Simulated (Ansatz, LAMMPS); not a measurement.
# N in place of O at several sites of amorphous Al2O3 at 2.75 g/cm^3 (90 atoms)

At which site of amorphous Al2O3 at 2.75 g/cm^3 (90 atoms) does N in place of O cost least, and what about the site decides it?

Program: Ansatz 0.2.0. Level of theory: Kohn-Sham DFT, PBE, PAW (set soft_2), plane waves. Results are calculated unless marked as measured.

### 1. Set-up

The cell holds 90 atoms: 36 Al and 54 O. Its edges and angles: a = 10.355 Å, b = 10.355 Å, c = 10.355 Å, α = 90.0°, β = 90.0°, γ = 90.0°. 90 atoms (36 Al, 54 O) placed at random at 2.75 g/cm³, melted at 5000 K for 10 ps at fixed volume with the Morse and Coulomb pair potential with partial charges (Pedone, Malavasi, Menziani, Cormack and Segre, J. Phys. Chem. B 110, 11780 (2006)). Quenched from 5000 K to 300 K at 50 K/ps and fixed volume, held 5 ps, then minimised at fixed cell.

Limits known from the start: The quench rate of 50 K/ps is many orders above laboratory rates, so the cell is likely richer in defects and strain than a real sample. The starting topology of bonds comes from the classical model, and needn't be the one that DFT or experiment would give. Only the Γ point is sampled, in a cell whose shortest periodic width is 10 Å.

### 2. Single point at the start

A single point comes first, to see the forces before anything moves.

The input, input.yaml:

```yaml
crystal:
  lattice:
    - [10.3547, 0.0, 0.0]
    - [0.0, 10.3547, 0.0]
    - [0.0, 0.0, 10.3547]
  atoms:
    - { symbol: Al, position: [0.9554, 0.79904, 0.23245] }
    - { symbol: Al, position: [0.36624, 0.18131, 0.21014] }
    - { symbol: Al, position: [0.60658, 0.09605, 0.32762] }
    - { symbol: Al, position: [0.65446, 0.15598, 0.62765] }
    - { symbol: Al, position: [0.5215, 0.82738, 0.38591] }
    - { symbol: Al, position: [0.24239, 0.15804, 0.78837] }
    - { symbol: Al, position: [0.23018, 0.74784, 0.7227] }
    - { symbol: Al, position: [0.34993, 0.38184, 0.989] }
    - { symbol: Al, position: [0.1271, 0.08154, 0.35224] }
    - { symbol: Al, position: [0.05942, 0.26975, 0.9832] }
    - { symbol: Al, position: [0.66497, 0.86054, 0.12815] }
    - { symbol: Al, position: [0.80199, 0.72024, 0.44362] }
    - { symbol: Al, position: [0.22744, 0.79384, 0.4046] }
    - { symbol: Al, position: [0.60011, 0.52645, 0.37135] }
    - { symbol: Al, position: [0.85654, 0.01393, 0.45786] }
    - { symbol: Al, position: [0.34029, 0.06914, 0.49573] }
    - { symbol: Al, position: [0.32326, 0.53853, 0.53204] }
    - { symbol: Al, position: [0.89512, 0.02463, 0.01465] }
    - { symbol: Al, position: [0.75784, 0.66261, 0.74892] }
    - { symbol: Al, position: [0.46701, 0.94051, 0.68666] }
    - { symbol: Al, position: [0.00564, 0.48492, 0.36465] }
    - { symbol: Al, position: [0.44938, 0.63923, 0.81206] }
    - { symbol: Al, position: [0.93736, 0.88172, 0.74195] }
    - { symbol: Al, position: [0.87187, 0.67319, 0.00103] }
    - { symbol: Al, position: [0.93604, 0.15446, 0.7326] }
    - { symbol: Al, position: [0.17358, 0.58144, 0.99988] }
    - { symbol: Al, position: [0.17066, 0.99376, 0.06966] }
    - { symbol: Al, position: [0.59966, 0.56838, 0.05052] }
    - { symbol: Al, position: [0.37049, 0.75776, 0.13821] }
    - { symbol: Al, position: [0.41652, 0.36408, 0.6938] }
    - { symbol: Al, position: [0.79127, 0.39404, 0.88427] }
    - { symbol: Al, position: [0.64738, 0.16167, 0.05964] }
    - { symbol: Al, position: [0.88562, 0.22275, 0.23773] }
    - { symbol: Al, position: [0.81896, 0.4007, 0.58866] }
    - { symbol: Al, position: [0.31365, 0.48852, 0.26139] }
    - { symbol: Al, position: [0.12879, 0.30687, 0.56014] }
    - { symbol: O, position: [0.10412, 0.78763, 0.29823] }
    - { symbol: O, position: [0.92046, 0.03109, 0.8512] }
    - { symbol: O, position: [0.48912, 0.14171, 0.10519] }
    - { symbol: O, position: [0.17657, 0.49728, 0.35884] }
    - { symbol: O, position: [0.43424, 0.53533, 0.67739] }
    - { symbol: O, position: [0.46724, 0.92164, 0.51416] }
    - { symbol: O, position: [0.691, 0.27827, 0.95274] }
    - { symbol: O, position: [0.90928, 0.62114, 0.36562] }
    - { symbol: O, position: [0.37725, 0.77754, 0.31106] }
    - { symbol: O, position: [0.60466, 0.02414, 0.71524] }
    - { symbol: O, position: [0.28366, 0.87522, 0.06451] }
    - { symbol: O, position: [0.00922, 0.93298, 0.09959] }
    - { symbol: O, position: [0.63217, 0.70137, 0.40674] }
    - { symbol: O, position: [0.26559, 0.39257, 0.60135] }
    - { symbol: O, position: [0.80519, 0.23793, 0.65749] }
    - { symbol: O, position: [0.33429, 0.07047, 0.67225] }
    - { symbol: O, position: [0.09536, 0.83457, 0.7345] }
    - { symbol: O, position: [0.19513, 0.19885, 0.45057] }
    - { symbol: O, position: [0.95983, 0.10712, 0.35287] }
    - { symbol: O, position: [0.17264, 0.40207, 0.99328] }
    - { symbol: O, position: [0.21904, 0.96132, 0.43771] }
    - { symbol: O, position: [0.59826, 0.93145, 0.27124] }
    - { symbol: O, position: [0.81171, 0.73739, 0.60817] }
    - { symbol: O, position: [0.38939, 0.80623, 0.74862] }
    - { symbol: O, position: [0.25027, 0.63054, 0.85322] }
    - { symbol: O, position: [0.4244, 0.5122, 0.3984] }
    - { symbol: O, position: [0.94945, 0.17648, 0.08481] }
    - { symbol: O, position: [0.34713, 0.34599, 0.16911] }
    - { symbol: O, position: [0.02566, 0.63512, 0.03743] }
    - { symbol: O, position: [0.24978, 0.69226, 0.54825] }
    - { symbol: O, position: [0.79271, 0.49117, 0.73357] }
    - { symbol: O, position: [0.0992, 0.20178, 0.69782] }
    - { symbol: O, position: [0.44055, 0.13403, 0.36127] }
    - { symbol: O, position: [0.91681, 0.0041, 0.61131] }
    - { symbol: O, position: [0.98529, 0.39567, 0.52851] }
    - { symbol: O, position: [0.85505, 0.8702, 0.36962] }
    - { symbol: O, position: [0.54063, 0.74448, 0.0875] }
    - { symbol: O, position: [0.60918, 0.67909, 0.81433] }
    - { symbol: O, position: [0.16964, 0.12502, 0.94363] }
    - { symbol: O, position: [0.95374, 0.36564, 0.26429] }
    - { symbol: O, position: [0.81021, 0.76748, 0.13022] }
    - { symbol: O, position: [0.9414, 0.31317, 0.87344] }
    - { symbol: O, position: [0.7619, 0.54093, 0.98417] }
    - { symbol: O, position: [0.34812, 0.29316, 0.83678] }
    - { symbol: O, position: [0.70091, 0.08866, 0.46802] }
    - { symbol: O, position: [0.72931, 0.00321, 0.04912] }
    - { symbol: O, position: [0.71097, 0.45058, 0.47207] }
    - { symbol: O, position: [0.86291, 0.75813, 0.85331] }
    - { symbol: O, position: [0.46728, 0.50465, 0.95452] }
    - { symbol: O, position: [0.21423, 0.09684, 0.20545] }
    - { symbol: O, position: [0.53185, 0.26933, 0.62993] }
    - { symbol: O, position: [0.71729, 0.18492, 0.227] }
    - { symbol: O, position: [0.59717, 0.51487, 0.20554] }
    - { symbol: O, position: [0.29379, 0.60248, 0.12938] }
kpoints:
  mp_grid: { grid: [1, 1, 1] }
hamiltonian:
  xc: pbe
scf:
  occupations: { method: fermi_dirac, width: 0.025 }
output:
  forces: true
```

Launch:

```
$ ansatz run input.yaml --threads 4 --pin off --max-ram 8192MiB --backend cpu --events-out ev --progress --plain --runs-dir out
```

Numbers of over 12 decimals in the logs are rounded to 6 here.

The log of the run:

```text
[...]
Pseudopotentials: kind: paw
Pseudopotential: Al, paw, valence charge 3, recommended cutoff 420 eV (normal), Al.paw.azcp
Pseudopotential: O, paw, valence charge 6, recommended cutoff 420 eV (normal), O.paw.azcp
[... 5 lines on functional and potentials left out ...]
Crystal: 90 atoms, lattice volume = 1110.229 Å³
Basis set: ecut = 420 eV, 21823 PW (Γ), exchange–correlation on 144×144×144 points (8 copies of the dense FFT grid, shifted against one another)
Bands: 306, of which v1, the nominal top of the filled ones, is band 216 counted from 1 (215 counted from 0)
Symmetry: 1 space group operations
Space group: P1 (ITA 1), of the structure as read, at distance tolerance 1.0e-4 Å
k-points: 1
[... 5 lines on functional and potentials left out ...]
Initial density: superposition of atomic densities (neutral atoms: chi_scale 0, normalization atom), corrected by the library's trained network
Initial wavefunctions: pseudopotential atomic-orbital guess
[...]
SCF iter   1: F=—  HF=-50112.947097 eV  |F-HF|=—  |Δ(HF+E_count)|=         —  Δρ=2.17e-3  dr2=7.21e-2  ethr=1.77e-3  ⟨swp⟩=6.0  Hψ=1373  notcnv=0  defer=38
preconditioner: auto → Resta (q_TF=auto, 2.331 Å⁻¹)  ε∞=3.3  [insulator: Δε(μ)=3.219 eV  Ē_g=15.192 eV  σ=0.025 eV  W_gap=1.00  n_scr=250 (ndim 8)  ℏωp=23.2 eV  f_vac=0.068  D(μ)=0.00/eV (n_scr^D=0)  ε∞_Penn≈3.3]
SCF iter   2: F=—  HF=-50112.943524 eV  |F-HF|=—  |Δ(HF+E_count)|=   3.57e-3  Δρ=1.21e-3  dr2=1.65e-2  ethr=1.67e-5  ⟨swp⟩=2.0  Hψ=527  notcnv=0  defer=83
SCF iter   3: F=—  HF=-50112.945673 eV  |F-HF|=—  |Δ(HF+E_count)|=   2.15e-3  Δρ=4.99e-4  dr2=4.96e-3  ethr=3.82e-6  ⟨swp⟩=2.0  Hψ=392  notcnv=0  defer=27
automatic band count: iteration 3 solves 250 bands in place of 306: the levels show a gap, and the empty bands left out lie too high to hold charge; the band table lists the bands solved (type scf.n_extra_bands for more)
SCF iter   4: F=—  HF=-50112.946189 eV  |F-HF|=—  |Δ(HF+E_count)|=   5.16e-4  Δρ=1.43e-4  dr2=2.31e-4  ethr=1.15e-6  ⟨swp⟩=2.0  Hψ=388  notcnv=0  defer=27
SCF iter   5: F=—  HF=-50112.946273 eV  |F-HF|=—  |Δ(HF+E_count)|=   8.35e-5  Δρ=1.07e-4  dr2=9.85e-5  ethr=5.34e-8  ⟨swp⟩=2.0  Hψ=432  notcnv=0  defer=27
SCF iter   6: F=—  HF=-50112.947147 eV  |F-HF|=—  |Δ(HF+E_count)|=   8.74e-4  Δρ=2.35e-5  dr2=6.10e-6  ethr=2.28e-8  ⟨swp⟩=2.0  Hψ=437  notcnv=0  defer=27
SCF iter   7: F=—  HF=-50112.947151 eV  |F-HF|=—  |Δ(HF+E_count)|=   3.93e-6  Δρ=8.72e-6  dr2=7.99e-7  ethr=1.41e-9  ⟨swp⟩=2.0  Hψ=400  notcnv=0  defer=27
SCF iter   8: F=—  HF=-50112.947151 eV  |F-HF|=—  |Δ(HF+E_count)|=   5.71e-7  Δρ=5.71e-6  dr2=2.92e-7  ethr=1.85e-10  ⟨swp⟩=2.0  Hψ=438  notcnv=0  defer=27
SCF iter   9: F=-50112.947151 eV  HF=-50112.947151 eV  |F-HF|=1.62e-8  |Δ(HF+E_count)|=   2.23e-8  Δρ=1.19e-6  dr2=1.55e-8  ethr=2.31e-11  ⟨swp⟩=2.0  Hψ=884  notcnv=0
SCF 1 converged in 9 iterations: F = -50112.947151 eV  dr2 = 1.55e-8
[...]
SCF converged after 9 iterations
Free energy (F): -50112.947151 eV
Harris-Foulkes:  -50112.947151 eV  (|F-HF|=1.62e-8)
Internal energy: -50112.947151 eV  (E = F + TS)
E sigma→0 (E₀):  -50112.947151 eV
Fermi energy:    5.715175 eV
--- Per-component energies (eV) ---
[...]
Σ components = -50112.947151   (vs F -50112.947151, Δ=0.00e0)
--- Forces (eV/Å), atoms counted from 1 ---
  atom   1  Al    -0.19733442     0.21597727     0.30959114
  atom   2  Al     0.32054968    -0.27245552     0.17237978
  atom   3  Al    -0.01499575     0.11738799    -0.48317985
  atom   4  Al    -0.63246975    -0.14992134     0.06603906
[...]
atom  90  O     -0.13721781    -0.21049849    -0.16929362
  max |Σ_I F_I| component: 1.88e-4 eV/Å
```

The job ended after 7.2 s (4 threads of AMD EPYC 9B14 (Zen 4), shared host; peak memory 1.3 GiB).

The r.m.s. force at the start is 0.35 eV/Å.

### 3. Relaxation

The atoms are relaxed in the fixed cell, aiming at the force tolerance of the input.

The input, input.yaml:

```yaml
crystal:
  lattice:
    - [10.3547, 0.0, 0.0]
    - [0.0, 10.3547, 0.0]
    - [0.0, 0.0, 10.3547]
  atoms:
    [... the 90 atom lines of step 2 ...]
kpoints:
  mp_grid: { grid: [1, 1, 1] }
hamiltonian:
  xc: pbe
scf:
  occupations: { method: fermi_dirac, width: 0.025 }
output:
  forces: true
relax:
  f_tol: 0.05
  max_steps: 150
```

The log of the run:

```text
[...]
Crystal: 90 atoms, lattice volume = 1110.229 Å³
Basis set: ecut = 420 eV, 21823 PW (Γ), exchange–correlation on 144×144×144 points (8 copies of the dense FFT grid, shifted against one another)
Bands: 306, of which v1, the nominal top of the filled ones, is band 216 counted from 1 (215 counted from 0)
Symmetry: 1 space group operations
[...]
k-points: 1
[...]
SCF iter   1: F=—  HF=-50112.947096 eV  |F-HF|=—  |Δ(HF+E_count)|=         —  Δρ=2.17e-3  dr2=7.21e-2  ethr=1.77e-3  ⟨swp⟩=6.0  Hψ=1373  notcnv=0  defer=38
[...]
SCF iter   5: F=—  HF=-50112.947154 eV  |F-HF|=—  |Δ(HF+E_count)|=   8.11e-5  Δρ=1.07e-4  dr2=9.89e-5  ethr=5.35e-8  ⟨swp⟩=2.0  Hψ=432  notcnv=0  defer=83
SCF iter   6: F=-50112.947149 eV  HF=-50112.947147 eV  |F-HF|=2.42e-6  |Δ(HF+E_count)|=   7.52e-6  Δρ=2.24e-5  dr2=5.81e-6  ethr=1.45e-8  ⟨swp⟩=4.0  Hψ=840  notcnv=0
SCF 1 converged in 6 iterations: F = -50112.947149 eV  dr2 = 5.81e-6
[...]
relax step   1: F+E_penalty+E_count = -50112.94714929 eV  Δ(F+E_penalty+E_count) = +0.000e0 eV  max|allowed force component| = 1.563e0 eV/Å  Δτ_max = 0.0000 Å  (6 SCF iters, dr2 threshold 6.25e-5 eV, accepted)
[...]
relax step   2: F+E_penalty+E_count = -50113.65476812 eV  Δ(F+E_penalty+E_count) = -7.076e-1 eV  max|allowed force component| = 6.961e-1 eV/Å  Δτ_max = 0.0756 Å  (5 SCF iters, dr2 threshold 1.00e-4 eV, accepted)
[...]
relax step   3: F+E_penalty+E_count = -50114.24951126 eV  Δ(F+E_penalty+E_count) = -5.947e-1 eV  max|allowed force component| = 3.478e-1 eV/Å  Δτ_max = 0.1161 Å  (6 SCF iters, dr2 threshold 3.03e-5 eV, accepted)
relax step   4: F+E_penalty+E_count = -50114.48863532 eV  Δ(F+E_penalty+E_count) = -2.391e-1 eV  max|allowed force component| = 1.247e-1 eV/Å  Δτ_max = 0.2000 Å  (7 SCF iters, dr2 threshold 2.40e-5 eV, accepted)
[...]
relax step   5: F+E_penalty+E_count = -50114.50592201 eV  Δ(F+E_penalty+E_count) = -1.729e-2 eV  max|allowed force component| = 3.081e-2 eV/Å  Δτ_max = 0.0699 Å  (9 SCF iters, accepted)
SCF converged after 9 iterations
Free energy (F): -50114.505922 eV
[...]
Internal energy: -50114.505922 eV  (E = F + TS)
E sigma→0 (E₀):  -50114.505922 eV
Fermi energy:    5.616294 eV
[...]
Σ components = -50114.505922   (vs F -50114.505922, Δ=0.00e0)
--- Forces (eV/Å), atoms counted from 1 ---
  atom   1  Al    -0.00756438    -0.02166499    -0.00161062
  atom   2  Al    -0.00719866     0.00817087     0.00411898
  atom   3  Al     0.00415103     0.00509640    -0.00083571
  atom   4  Al     0.00988206     0.00241898    -0.00741659
[...]
atom  90  O     -0.00844434     0.00451947    -0.00160050
  max |Σ_I F_I| component: 1.54e-4 eV/Å
--- Relaxed structure (5 steps of the walk, 5 accepted, 0 SCFs on fresh bases) ---
  F+E_penalty+E_count = -50114.50592201 eV   max|allowed force component| = 3.081e-2 eV/Å
  atoms:
    - { symbol: Al, position: [0.958378, 0.788688, 0.240479] }
    - { symbol: Al, position: [0.367513, 0.178457, 0.208870] }
    - { symbol: Al, position: [0.608041, 0.102166, 0.323828] }
    - { symbol: Al, position: [0.647791, 0.149497, 0.630230] }
[...]
- { symbol: O, position: [0.294203, 0.605109, 0.129320] }
```

Wall time 21 s (4 threads); peak memory 1.3 GiB.

The relaxation converged after 5 steps, 1.56 eV below its start, with a largest force component of 0.031 eV/Å.

### 4. Single point at the relaxed geometry

The electronic structure is read at the final geometry, in a run of its own.

The input, input.yaml:

```yaml
crystal:
  lattice:
    - [10.3547, 0.0, 0.0]
    - [0.0, 10.3547, 0.0]
    - [0.0, 0.0, 10.3547]
  atoms:
    - { symbol: Al, position: [0.95838, 0.78869, 0.24048] }
    - { symbol: Al, position: [0.36751, 0.17846, 0.20887] }
    - { symbol: Al, position: [0.60804, 0.10217, 0.32383] }
    - { symbol: Al, position: [0.64779, 0.1495, 0.63023] }
    - { symbol: Al, position: [0.52521, 0.83301, 0.38997] }
    - { symbol: Al, position: [0.23906, 0.15153, 0.79125] }
    [... 78 atom lines left out ...]
    - { symbol: O, position: [0.45815, 0.50135, 0.94805] }
    - { symbol: O, position: [0.2129, 0.09574, 0.20485] }
    - { symbol: O, position: [0.51697, 0.25454, 0.61121] }
    - { symbol: O, position: [0.71675, 0.19493, 0.223] }
    - { symbol: O, position: [0.59115, 0.51573, 0.19364] }
    - { symbol: O, position: [0.2942, 0.60511, 0.12932] }
kpoints:
  mp_grid: { grid: [1, 1, 1] }
hamiltonian:
  xc: pbe
scf:
  occupations: { method: fermi_dirac, width: 0.025 }
output:
  forces: true
  stress: true
  populations: true
  dos:
    method: { smearing: { sigma: 0.08 } }
    de: 0.1
    projected: { site_lists: { Al: [Al], O: [O] } }
  eigenvalues: true
  write_density: true
  write_potential: true
  volumetric_format: npy
```

The log of the run:

```text
[...]
Crystal: 90 atoms, lattice volume = 1110.229 Å³
Basis set: ecut = 420 eV, 21823 PW (Γ), exchange–correlation on 144×144×144 points (8 copies of the dense FFT grid, shifted against one another)
Bands: 306, of which v1, the nominal top of the filled ones, is band 216 counted from 1 (215 counted from 0)
Symmetry: 1 space group operations
[...]
k-points: 1
[...]
SCF iter   1: F=—  HF=-50114.504878 eV  |F-HF|=—  |Δ(HF+E_count)|=         —  Δρ=2.21e-3  dr2=7.25e-2  ethr=1.77e-3  ⟨swp⟩=6.0  Hψ=1369  notcnv=0  defer=35
[...]
SCF iter   9: F=-50114.505924 eV  HF=-50114.505924 eV  |F-HF|=3.80e-9  |Δ(HF+E_count)|=   5.88e-8  Δρ=1.42e-6  dr2=2.08e-8  ethr=2.31e-11  ⟨swp⟩=18.0  Hψ=2426  notcnv=0
SCF 1 converged in 9 iterations: F = -50114.505924 eV  dr2 = 2.08e-8
[...]
SCF converged after 9 iterations
Free energy (F): -50114.505924 eV
[...]
Internal energy: -50114.505924 eV  (E = F + TS)
E sigma→0 (E₀):  -50114.505924 eV
Fermi energy:    5.616146 eV
[...]
--- Forces (eV/Å), atoms counted from 1 ---
  atom   1  Al    -0.00949416    -0.02194476    -0.00194336
  atom   2  Al    -0.00601011     0.00736158     0.00391600
  atom   3  Al     0.00437838     0.00443800    -0.00144608
  atom   4  Al     0.00995908     0.00167872    -0.00762224
  atom   5  Al     0.00663863    -0.01301214    -0.00145877
  atom   6  Al    -0.00905052     0.01554036     0.00426770
  atom   7  Al    -0.01935536     0.00524227    -0.00661690
  atom   8  Al    -0.01281007    -0.00204505     0.00910124
  atom   9  Al    -0.00307513     0.00210083     0.00694048
  atom  10  Al     0.00136353     0.00561313     0.00139494
  atom  11  Al     0.00051732     0.00720213     0.00140840
  atom  12  Al     0.00818618    -0.01788707    -0.01454969
  atom  13  Al     0.01045692     0.00255922    -0.00584334
  atom  14  Al    -0.00044847    -0.00815357     0.01732602
[...]
atom  89  O      0.00689702     0.01354185    -0.03098484
  atom  90  O     -0.00780851     0.00489492    -0.00112789
  max |Σ_I F_I| component: 1.20e-4 eV/Å
--- Stress (GPa, compression-positive) ---
       -3.641828       0.074905       1.264963
        0.074905      -3.239164       1.333920
        1.264970       1.333923      -2.875852
  P = ⅓ Tr σ = -3.2523 GPa (-32.523 kbar)
--- Band table (eV) ---
[...]
--- Löwdin populations: 90 sites ---
  site symbol       q [e]
     0     Al      1.6822
     1     Al      1.6248
     2     Al      1.6280
[...]
89      O      6.8362
  spilling = 0.008387 (of n_electrons = 432.000000)
```

It took 8.8 s on 4 threads; peak memory 1.3 GiB; 31 s of CPU time.

Numbers from this run:

```yaml
free_energy: -50114.5059 eV
free_energy_per_atom: -556.8278 eV/atom
scf_cycles: 9
pressure: -3.252 GPa
r_m_s_force_component: 0.00775 eV/Å
longest_force: 0.03451 eV/Å
fermi_energy: 5.616 eV
spacing_of_highest_filled_and_lowest_empty_level: 3.281 eV
spilling_of_the_projection: 0.008387
```

(Part 1 of 3 ends here.)

[Logs are printed without paths, hosts, clocks, repeated set-up lines and the standing remarks that a program may print on its own settings, such as how far it seeks lower states.]

[Hosts, paths, dates, database ids (printed as entryN), source tags and the programs' standing remarks are cut or masked in the printed files.]
